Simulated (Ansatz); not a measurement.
A plane-wave DFT run in Ansatz 0.2.0 (scalar-relativistic PAW potentials unless the input names others): input and command.

```yaml
crystal:
  lattice:
    - [0.0, 2.0668851171, 2.1613113407]
    - [2.0668851171, 0.0, 2.1613113407]
    - [2.0668851171, 2.0668851171, 0.0]
  atoms:
    - { symbol: Ge, position: [0.0, 0.0, 0.0] }
basis:
  ecutwfc: 420
kpoints:
  mp_grid: { grid: [25, 25, 25] }
hamiltonian:
  xc: pbe
  dispersion: d3bj
scf:
  occupations: { method: gaussian, width: 0.15 }
output:
  forces: true
  eigenvalues: true
  stress: true
```

```bash
ansatz run input.yaml --threads 1 --pin off --max-ram 1228MiB --backend cpu --events-out ev --progress --plain --runs-dir out
```

Abridged log:
```
Pseudopotentials: kind: paw
Pseudopotential: Ge, paw, valence charge 14, recommended cutoff 420 eV (normal)
Functional definition: PBE
Crystal: 1 atom, lattice volume = 18.466 Å³
Basis set: ecut = 420 eV, 347 PW (Γ), exchange–correlation on 40×40×40 points (8 copies of the dense FFT grid, shifted against one another)
Bands: 11, of which v1, the nominal top of the filled ones, is band 7 counted from 1 (6 counted from 0)
Symmetry: 16 space group operations
Space group: I4/mmm (ITA 139), of the structure as read, at distance tolerance 2.6e-5 Å
k-points: 1183 of 15625
Initial density: superposition of atomic densities (neutral atoms: chi_scale 0, normalization atom), corrected by the library's trained network
Initial wavefunctions: pseudopotential atomic-orbital guess
Functional: x = pbe(κ = 0.804, μ = 0.21951497), c = pbe(β = 0.06672455)
SCF iter   1: F=—  HF=-4295.001771 eV  |F-HF|=—  |Δ(HF+E_count)|=         —  Δρ=9.27e-4  dr2=1.19e-4  ethr=1.77e-3  ⟨swp⟩=5.0  Hψ=70159  notcnv=0
SCF iter   2: F=—  HF=-4295.001636 eV  |F-HF|=—  |Δ(HF+E_count)|=   1.35e-4  Δρ=5.87e-4  dr2=4.61e-5  ethr=8.48e-7  ⟨swp⟩=2.8  Hψ=30845  notcnv=0
SCF iter   3: F=—  HF=-4295.001656 eV  |F-HF|=—  |Δ(HF+E_count)|=   1.96e-5  Δρ=1.79e-4  dr2=5.58e-6  ethr=3.29e-7  ⟨swp⟩=2.0  Hψ=21041  notcnv=0
SCF iter   4: F=—  HF=-4295.001656 eV  |F-HF|=—  |Δ(HF+E_count)|=   2.84e-7  Δρ=3.68e-5  dr2=2.56e-7  ethr=3.99e-8  ⟨swp⟩=2.1  Hψ=20368  notcnv=0
SCF iter   5: F=-4295.001656 eV  HF=-4295.001656 eV  |F-HF|=1.77e-8  |Δ(HF+E_count)|=   3.63e-8  Δρ=9.60e-6  dr2=1.79e-8  ethr=1.83e-9  ⟨swp⟩=2.0  Hψ=20697  notcnv=0
SCF iter   6: F=-4295.001656 eV  HF=-4295.001656 eV  |F-HF|=1.14e-9  |Δ(HF+E_count)|=   6.83e-9  Δρ=2.58e-6  dr2=1.36e-9  ethr=1.28e-10  ⟨swp⟩=2.1  Hψ=42597  notcnv=0
SCF 1 converged in 6 iterations: F = -4295.001656 eV  dr2 = 1.36e-9
SCF converged after 6 iterations
Free energy (F): -4295.001656 eV
Harris-Foulkes:  -4295.001656 eV  (|F-HF|=1.14e-9)
Internal energy: -4294.996683 eV  (E = F + TS)
E sigma→0 (E₀):  -4294.999169 eV
Entropy (-TS):   -0.004973 eV (-4.973 meV/atom)
Fermi energy:    11.522048 eV
  E_disp       = -0.358125  (pairwise vdW)
--- Forces (eV/Å), atoms counted from 1 ---
  atom   1  Ge     0.00000000     0.00000000     0.00000000
--- Stress (GPa, compression-positive) ---
        0.803073       0.000000       0.000000
        0.000000       0.803073       0.000000
        0.000000       0.000000       0.912819
  P = ⅓ Tr σ = 0.8397 GPa (8.397 kbar)
```

Apart from outputs and empty bands, the input differs from a reference run on usual settings in kpoints.mp_grid.grid: [20, 20, 20] → [25, 25, 25]. The reference, at the same geometry (not necessarily relaxed), gave pressure 0.93 GPa, largest force 0.000 eV/Å, no gap on the mesh. This run converged in 6 SCF iterations (reference: 6) with an energy at zero smearing 0.93 meV/atom below the reference's, pressure 0.84 GPa, largest force 0.000 eV/Å, no gap on the mesh.